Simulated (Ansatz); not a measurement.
# Sb (P2_1/m) in Ansatz: reference runs

Aim: a first look at Sb with PBEsol, on the cell as given and on a disturbed one.

Program: Ansatz 0.2.0. These are calculated values, not measurements. Logs are shortened: lines on timing, memory, paths and dates and some standing lists are left out, and cuts for length are marked.

**1. Starting point**

The structure is monoclinic, space group P2_1/m (No. 11). The conventional cell has a = 3.122 Å, b = 4.348 Å, c = 4.406 Å, α = 90.00°, β = 90.51°, γ = 90.00°. Sb (site symmetry m) has 6 Sb at 3.04 to 3.15 Å as nearest neighbours.

This isn't the form of Sb at room conditions, which is rhombohedral.

**2. Single point, PBEsol**

Contents of input.yaml:

```yaml
crystal:
  lattice:
    - [3.122402, 0.0, 0.0]
    - [0.0, 4.347518, 0.0]
    - [-0.038915, 0.0, 4.405852]
  atoms:
    - { symbol: Sb, position: [0.011389, 0.25, 0.241166] }
    - { symbol: Sb, position: [0.988611, 0.75, 0.758834] }
kpoints:
  mp_grid: { grid: [9, 6, 6] }
scf:
  occupations: { method: fermi_dirac, width: 0.05 }
hamiltonian:
  xc: pbesol
  pseudopotentials: { kind: all_electron, lapw: { basis_error: 0.001 } }
output:
  forces: true
  stress: true
  eigenvalues: true
  populations: true
```

Potentials or basis: all-electron LAPW, scalar-relativistic.

Started as:

```
$ ansatz run input.yaml --threads 1 --pin off --max-ram 3072MiB --backend cpu --events-out ev --progress --plain --runs-dir out
```

Standard output:

```text
Warning: RAYON_NUM_THREADS=1 ignored (pool sized by the plan → 1); use --threads N
Sb: projections on atomic orbitals take those of the free atom 1s2 2s2 2p6 3s2 3p6 3d10 4s2 4p6 4d10 5s2 5p3, of charge +0.00 (hamiltonian.pseudopotentials.projection_atoms)
LAPW: plane waves up to 7.328 Å⁻¹, error target 1.0e-3 eV per atom; small_component_spin mean_spin; Sb in spheres of 1.520 Å, 23 of its electrons in bands, Dirac shells [] (how accurate: hamiltonian.pseudopotentials.lapw.basis_error, Limitations)
Engine: ansatz 0.2.0, aarch64-unknown-linux-gnu
Pseudopotentials: kind: all_electron
Pseudopotential: Sb, LAPW, valence charge 23, lapw/all_electron/scalar/gaussian/Sb, Koelling and Harmon's equation, gaussian nucleus
Functional definition: PBEsol
  exchange = pbesol_x
  correlation = pbesol_c
Crystal: 2 atoms, lattice volume = 59.808 Å³
Basis set: ecut = 204.58523851313893 eV, 395 PW (Γ), exchange–correlation at level 2
Bands: 28, of which v1, the nominal top of the filled ones, is band 23 counted from 1 (22 counted from 0)
Symmetry: 4 space group operations
Space group: P21/m (ITA 11), of the structure as read, at distance tolerance 3.9e-5 Å
k-points: 112 of 324
Non-local potential: Sb, projectors of the file, none
Initial density: superposition of atomic densities (chi_scale 0.1, normalization cell)
Initial wavefunctions: plane waves of lowest kinetic energy (no species holds an atomic orbital)
Functional: x = pbesol(κ = 0.804, μ = 0.12345679012345678), c = pbesol(β = 0.046)
iter 1 solved again at ethr=7.20e-5 eV; its pass at ethr=1.00e-1 eV (dr2=3.31e-2 eV) is discarded
SCF iter   1: F=—  HF=-352583.547258 eV  |F-HF|=—  |Δ(HF+E_count)|=         —  Δρ=9.10e-3  dr2=3.37e-2  ethr=7.20e-5  ⟨swp⟩=3.1  Hψ=21460  notcnv=0
preconditioner: auto → LDOS  [metal: Δε(μ)=0.029 eV  Ē_g=9.414 eV  σ=0.050 eV  W_gap=0.15  n_scr=18 (ndim 8)  ℏωp=15.2 eV  f_vac=0.019  D(μ)=1.61/eV (n_scr^D=10)  β→1.0]
iter 2 solved again at ethr=1.69e-6 eV; its pass at ethr=7.20e-5 eV (dr2=7.79e-4 eV) is discarded
SCF iter   2: F=—  HF=-352583.543102 eV  |F-HF|=—  |Δ(HF+E_count)|=   4.16e-3  Δρ=1.62e-3  dr2=7.81e-4  ethr=1.69e-6  ⟨swp⟩=2.0  Hψ=15789  notcnv=0
SCF iter   3: F=—  HF=-352583.541124 eV  |F-HF|=—  |Δ(HF+E_count)|=   1.98e-3  Δρ=4.46e-4  dr2=7.21e-5  ethr=1.69e-6  ⟨swp⟩=3.0  Hψ=9712  notcnv=0
SCF iter   4: F=—  HF=-352583.539418 eV  |F-HF|=—  |Δ(HF+E_count)|=   1.71e-3  Δρ=1.39e-4  dr2=1.05e-5  ethr=1.57e-7  ⟨swp⟩=2.0  Hψ=9336  notcnv=0
SCF iter   5: F=—  HF=-352583.539130 eV  |F-HF|=—  |Δ(HF+E_count)|=   2.88e-4  Δρ=3.34e-5  dr2=7.56e-7  ethr=2.29e-8  ⟨swp⟩=3.0  Hψ=9830  notcnv=0
SCF iter   6: F=—  HF=-352583.539114 eV  |F-HF|=—  |Δ(HF+E_count)|=   1.58e-5  Δρ=6.22e-6  dr2=3.99e-8  ethr=1.64e-9  ⟨swp⟩=3.0  Hψ=9774  notcnv=0
SCF iter   7: F=-352583.539114 eV  HF=-352583.539114 eV  |F-HF|=2.17e-8  |Δ(HF+E_count)|=   1.84e-7  Δρ=3.06e-6  dr2=1.33e-8  ethr=8.66e-11  ⟨swp⟩=3.0  Hψ=9600  notcnv=0
SCF 1 converged in 7 iterations: F = -352583.539114 eV  dr2 = 1.33e-8
SCF converged after 7 iterations
Free energy (F): -352583.539114 eV
Harris-Foulkes:  -352583.539114 eV  (|F-HF|=2.17e-8)
Internal energy: -352583.526161 eV  (E = F + TS)
E sigma→0 (E₀):  -352583.532638 eV
Entropy (-TS):   -0.012953 eV (-6.476 meV/atom)
Fermi energy:    12.568556 eV
--- Per-component energies (eV) ---
  E_band       = -1800.132190
  E_kinetic    = 371549.932047
  E_xc         = -9132.110990
  E_electrostatic = -715001.347219  (all electrons and nuclei)
  E_smearing   = -0.012953  (= −TS)
  E_closure    = 0.000000  (closes the sum)
  E_atoms      = -352574.528891  (free atoms, spherical and without spin; not in F)
  Σ components = -352583.539114   (vs F -352583.539114, Δ=0.00e0)
  Basis errors (estimates in eV, not in F): energy 3.3e-4 per atom: plane waves 3.2e-4 (1.8e-4 summed), levels above the bands 4.4e-48, relativity 9.4e-9, radial functions 9.3e-6, core shells 8.9e-10; eigenvalues (radial functions only) 5.4e-7; not estimated: angular momenta, meshes, grids; target (lapw.basis_error) 1.0e-3; muffin-tin radii Sb 1.520 Å
--- Forces (eV/Å), atoms counted from 1 ---
  atom   1  Sb    -0.03042085     0.00000000     0.03388442
  atom   2  Sb     0.03042085     0.00000000    -0.03388442
  max |Σ_I F_I| component: 0.00e0 eV/Å
--- Stress (GPa, compression-positive) ---
       -1.893470       0.000000       0.080109
        0.000000      -2.486095       0.000000
        0.080109       0.000000      -2.226061
  P = ⅓ Tr σ = -2.2019 GPa (-22.019 kbar)
--- Band table (eV; the first three rows and the last of 112) ---
  k-point 0: bands = ["-131.6091", "-131.6088", "-84.6360", "-84.6348", "-84.6332", "-84.6323", "-84.6320", "-84.6319", "-16.6703", "-16.6606", "-16.5900", "-16.5734", "-16.5303", "-16.5290", "-16.4882", "-16.4874", "-16.4858", "-16.4140", "0.0533", "5.1194", "8.8767", "9.0094", "14.5334", "15.5320", "15.7577", "15.8863", "19.2550", "19.6564"]
  k-point 1: bands = ["-131.6091", "-131.6088", "-84.6358", "-84.6347", "-84.6334", "-84.6323", "-84.6321", "-84.6321", "-16.6548", "-16.6543", "-16.5827", "-16.5788", "-16.5277", "-16.5263", "-16.4921", "-16.4908", "-16.4900", "-16.4311", "0.2523", "4.4148", "9.2553", "9.3995", "14.5925", "14.6897", "15.5059", "15.7287", "19.0993", "19.9457"]
  k-point 2: bands = ["-131.6090", "-131.6089", "-84.6354", "-84.6342", "-84.6338", "-84.6325", "-84.6323", "-84.6321", "-16.6393", "-16.6112", "-16.5935", "-16.5635", "-16.5205", "-16.5194", "-16.5086", "-16.4985", "-16.4975", "-16.4763", "0.8388", "3.0961", "9.9780", "10.4038", "12.7936", "13.1166", "16.2922", "17.5796", "18.2522", "20.4094"]
  k-point 111: bands = ["-131.6088", "-131.6088", "-84.6352", "-84.6352", "-84.6345", "-84.6345", "-84.6327", "-84.6327", "-16.5714", "-16.5714", "-16.5571", "-16.5571", "-16.5378", "-16.5378", "-16.5294", "-16.5294", "-16.4511", "-16.4511", "4.2337", "4.2337", "8.8860", "8.8860", "11.0898", "11.0898", "15.8813", "15.8813", "16.6686", "16.6686"]
--- Löwdin populations: 2 sites ---
  site symbol       q [e]
     0     Sb     50.9652
     1     Sb     50.9652
  spilling = 0.000682 (of n_electrons = 102.000000)
```

It took 29 s on 1 thread of Arm Neoverse V2, shared host; peak memory 0.44 GiB.

Results:

```
Free energy            : -352583.5391 eV
Pressure               : -2.2 GPa
Largest force          : 0.046 eV/Å
Band gap on the k mesh : none (metal or under the smearing width)
```

Forces in eV/Å, atoms in the order of the input:
```
Sb  -0.030  0.000  0.034
Sb   0.030  0.000 -0.034
```

Spin-orbit coupling is left out, which matters for the levels of Sb.

**3. Single point, PBEsol (atoms moved at random, drawn with an rms of 0.05 Å)**

input.yaml: that of step 2 with these lines changed.

```diff
@@ -6,4 +6,4 @@
   atoms:
-    - { symbol: Sb, position: [0.011389, 0.25, 0.241166] }
-    - { symbol: Sb, position: [0.988611, 0.75, 0.758834] }
+    - { symbol: Sb, position: [0.012176, 0.261488, 0.242609] }
+    - { symbol: Sb, position: [1.001542, 0.746485, 0.765354] }
 kpoints:
```

Potentials or basis: all-electron LAPW, scalar-relativistic.

Started as:

```
$ ansatz run input.yaml --threads 1 --pin off --max-ram 3072MiB --backend cpu --events-out ev --progress --plain --runs-dir out
```

Standard output:

```text
Warning: RAYON_NUM_THREADS=1 ignored (pool sized by the plan → 1); use --threads N
Sb: projections on atomic orbitals take those of the free atom 1s2 2s2 2p6 3s2 3p6 3d10 4s2 4p6 4d10 5s2 5p3, of charge +0.00 (hamiltonian.pseudopotentials.projection_atoms)
LAPW: plane waves up to 7.533 Å⁻¹, error target 1.0e-3 eV per atom; small_component_spin mean_spin; Sb in spheres of 1.489 Å, 23 of its electrons in bands, Dirac shells [] (how accurate: hamiltonian.pseudopotentials.lapw.basis_error, Limitations)
[... 6 set-up lines as earlier in the session ...]
Crystal: 2 atoms, lattice volume = 59.808 Å³
Basis set: ecut = 216.18982681723332 eV, 443 PW (Γ), exchange–correlation at level 2
Bands: 28, of which v1, the nominal top of the filled ones, is band 23 counted from 1 (22 counted from 0)
Symmetry: 2 space group operations
Space group: P-1 (ITA 2), of the structure as read, at distance tolerance 3.9e-5 Å
k-points: 164 of 324
[... 1 set-up line as earlier in the session ...]
[... 23 lines left out ...]
  E_kinetic    = 371550.168176
  E_xc         = -9132.156214
  E_electrostatic = -715001.534608  (all electrons and nuclei)
  E_smearing   = -0.013468  (= −TS)
  E_closure    = 0.000000  (closes the sum)
  E_atoms      = -352574.528891  (free atoms, spherical and without spin; not in F)
  Σ components = -352583.536114   (vs F -352583.536114, Δ=0.00e0)
  Basis errors (estimates in eV, not in F): energy 3.4e-4 per atom: plane waves 3.3e-4 (1.8e-4 summed), levels above the bands 1.4e-48, relativity 1.7e-8, radial functions 1.1e-5, core shells 1.8e-9; eigenvalues (radial functions only) 3.7e-7; not estimated: angular momenta, meshes, grids; target (lapw.basis_error) 1.0e-3; muffin-tin radii Sb 1.489 Å
--- Forces (eV/Å), atoms counted from 1 ---
  atom   1  Sb    -0.01336324    -0.07988154     0.05274590
  atom   2  Sb     0.01336324     0.07988154    -0.05274590
  max |Σ_I F_I| component: 0.00e0 eV/Å
--- Stress (GPa, compression-positive) ---
       -1.496255       0.013295       0.088267
        0.013295      -2.346502      -0.421727
        0.088267      -0.421727      -2.121227
  P = ⅓ Tr σ = -1.9880 GPa (-19.880 kbar)
--- Band table (eV; the first three rows and the last of 164) ---
  k-point 0: bands = ["-131.6063", "-131.6060", "-84.6337", "-84.6320", "-84.6309", "-84.6295", "-84.6292", "-84.6286", "-16.6720", "-16.6588", "-16.5890", "-16.5701", "-16.5295", "-16.5267", "-16.4862", "-16.4833", "-16.4827", "-16.4099", "0.0405", "5.1288", "8.8732", "9.0109", "14.4415", "15.5159", "15.7987", "15.9567", "19.4071", "19.6665"]
  k-point 1: bands = ["-131.6062", "-131.6060", "-84.6335", "-84.6318", "-84.6310", "-84.6295", "-84.6292", "-84.6288", "-16.6582", "-16.6514", "-16.5817", "-16.5753", "-16.5270", "-16.5240", "-16.4894", "-16.4886", "-16.4857", "-16.4268", "0.2387", "4.4231", "9.2511", "9.3980", "14.5276", "14.7028", "15.5756", "15.7122", "19.1922", "19.8521"]
  k-point 2: bands = ["-131.6062", "-131.6060", "-84.6330", "-84.6317", "-84.6313", "-84.6295", "-84.6293", "-84.6291", "-16.6395", "-16.6147", "-16.5878", "-16.5626", "-16.5209", "-16.5169", "-16.5057", "-16.4967", "-16.4920", "-16.4710", "0.8206", "3.1072", "9.9640", "10.3927", "12.8268", "13.1223", "16.2748", "17.5761", "18.2784", "20.3822"]
  k-point 163: bands = ["-131.6061", "-131.6059", "-84.6332", "-84.6323", "-84.6317", "-84.6316", "-84.6310", "-84.6285", "-16.6392", "-16.5799", "-16.5696", "-16.5624", "-16.5406", "-16.5226", "-16.5009", "-16.4916", "-16.4540", "-16.4132", "2.6489", "6.4765", "7.5034", "10.0532", "10.5447", "12.9181", "14.5392", "16.2394", "18.0577", "18.5257"]
--- Löwdin populations: 2 sites ---
  site symbol       q [e]
     0     Sb     50.9651
     1     Sb     50.9651
  spilling = 0.000685 (of n_electrons = 102.000000)
```

populations.tsv:

```text
# site	symbol	l	j	q
# orbitals = lowdin
# n_electrons = 102.000000
# spilling = 0.000685
# projection_atom_Sb: 1s2 2s2 2p6 3s2 3p6 3d10 4s2 4p6 4d10 5s2 5p3
0	Sb	0_1S	-	1.999999
0	Sb	0_2S	-	1.999983
0	Sb	0_3S	-	1.999746
0	Sb	0_4S	-	1.996625
0	Sb	0_5S	-	1.804980
0	Sb	1_2P	-	6.000000
0	Sb	1_3P	-	5.999977
0	Sb	1_4P	-	5.997992
0	Sb	1_5P	-	3.167726
0	Sb	2_3D	-	9.999998
0	Sb	2_4D	-	9.998044
1	Sb	0_1S	-	1.999999
1	Sb	0_2S	-	1.999983
1	Sb	0_3S	-	1.999746
1	Sb	0_4S	-	1.996625
1	Sb	0_5S	-	1.804980
1	Sb	1_2P	-	6.000000
1	Sb	1_3P	-	5.999977
1	Sb	1_4P	-	5.997992
1	Sb	1_5P	-	3.167726
1	Sb	2_3D	-	9.999998
1	Sb	2_4D	-	9.998044
```

Run time: 36 s. Hardware: 1 thread of Arm Neoverse V2, shared host; peak memory 0.56 GiB.

Results:

* Free energy: -352583.5361 eV
* Pressure: -2.0 GPa
* Largest force: 0.097 eV/Å
* Band gap on the k mesh: none (metal or under the smearing width)

Forces on the atoms (eV/Å):
```
Sb  -0.013 -0.080  0.053
Sb   0.013  0.080 -0.053
```

Levels at points of the mesh, in eV from the Fermi level:
```csv
k point,band 19,band 20,band 21,band 22,band 23,band 24,band 25,band 26,band 27,band 28
"(0.00, 0.00, 0.00)",-12.53,-7.44,-3.69,-3.56,1.88,2.95,3.23,3.39,6.84,7.10
"(0.00, 0.00, -0.50)",-11.02,-10.48,-1.73,-1.20,-0.86,-0.81,4.39,4.86,7.74,8.02
"(0.00, -0.50, 0.00)",-10.89,-10.54,-1.76,-1.45,-0.92,-0.91,4.50,4.80,8.05,8.25
"(0.00, -0.50, -0.50)",-10.10,-10.03,-5.70,-5.67,4.95,5.00,5.24,5.28,9.24,9.39
```

Spin-orbit coupling is left out, which matters for the levels of Sb.
